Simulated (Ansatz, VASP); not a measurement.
# Two plane-wave programs on Au

```
Au
1.0
     0.00000    2.02383    2.02383
     2.02383    0.00000    2.02383
     2.02383    2.02383    0.00000
Au
1
Direct
  0.00000 0.00000 0.00000
```

Alike in both runs: functional LDA; k mesh 14 × 14 × 14; occupations gaussian, width 0.1 eV; no spin polarisation.

Ansatz relaxed the structure, and its values are those at the end. VASP's run is a single point on that final structure, the one shown.

```csv
,VASP,Ansatz
version,VASP 6.6.1,Ansatz 0.2.0
potentials or method,"VASP PAW LDA potentials, release 64 (Au)","scalar-relativistic, plane waves, PAW"
plane-wave cutoff (eV),520,420
valence electrons in the cell,11,19
```

|  | VASP | Ansatz | Ansatz less VASP |
| --- | --- | --- | --- |
| gap on the k mesh at the Fermi level (eV) | none | none | - |
| pressure (GPa) | 0.5 | 0.0 | -0.49 |

A gap of «none» marks a metal or a gap that the smearing closes. The two sets of potentials don't hold the same shells in valence. Ansatz warned: «pseudo_functional_mismatch».

Spin-orbit coupling is left out, which matters for the levels of Au.
